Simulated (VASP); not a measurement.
Input of a VASP 6.6.1 run:

INCAR

```
PREC = Accurate ; ENCUT = 520
EDIFF = 1E-6 ; ISMEAR = -1
SIGMA = 0.03 ; LREAL = F
LASPH = T ; NELM = 80
ALGO = Fast ; ISIF = 2
LWAVE = F ; LCHARG = F
GGA = PE ; NBANDS = 12
```

KPOINTS

```
Automatic mesh
0
Gamma
  4 4 4
```

File POSCAR:

```
Hg
1.0
   -1.8767364354      1.8767364354      1.9168448550
    1.8767364354     -1.8767364354      1.9168448550
    1.8767364354      1.8767364354     -1.9168448550
Hg
1
Direct
    0.5000000000      0.5000000000      0.0000000000
```

Potentials or basis: VASP PAW PBE potentials, release 64 (Hg).

Launch:

```sh
$ cat potpaw_PBE.64/Hg/POTCAR > POTCAR
$ mpirun -np 1 vasp_std > vasp.out
```

Estimate the pressure.

-0.5 GPa.

What does it give for the band gap on the k mesh?

None (metal or under the smearing width).

Stress tensor (GPa, compression positive):
```
-1.80  0.00  0.00
 0.00 -1.80  0.00
 0.00  0.00  2.20
```

Caveat: the k mesh is coarse (spacing up to 0.59 Å⁻¹), so the values aren't converged. The run has no spin-orbit coupling, so splittings on Hg are missing.
